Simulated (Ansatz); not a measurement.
Hf:

```xyz
1
Lattice="-1.8050 1.8050 1.8050 1.8050 -1.8050 1.8050 1.8050 1.8050 -1.8050" Properties=species:S:1:pos:R:3 pbc="T T T"
Hf    0.0000    0.0000    0.0000
```

This isn't the form of Hf at room conditions, which is hcp.

Base run:

- Program: Ansatz 0.2.0
- Functional: PBEsol
- Potentials or basis: all-electron LAPW, non-relativistic
- Cutoff: 209 eV
- Density cutoff: 836 eV
- Basis error allowed: 0.001 eV/atom
- k mesh: 10 × 10 × 10
- Occupations: fermi-dirac, width 0.05 eV
- Spin: no spin polarisation

Its results: pressure -6.6 GPa.

Question: The run is repeated on the same cell with these changes: potentials or basis from all-electron LAPW, non-relativistic to all-electron LAPW, inner shells corrected to Dirac's equation. What comes out?

Answer: Pressure -9.0 GPa.

Caveats: relativity is left out, which matters for the heavier elements (some runs).

Not every run made on this cell is shown here.
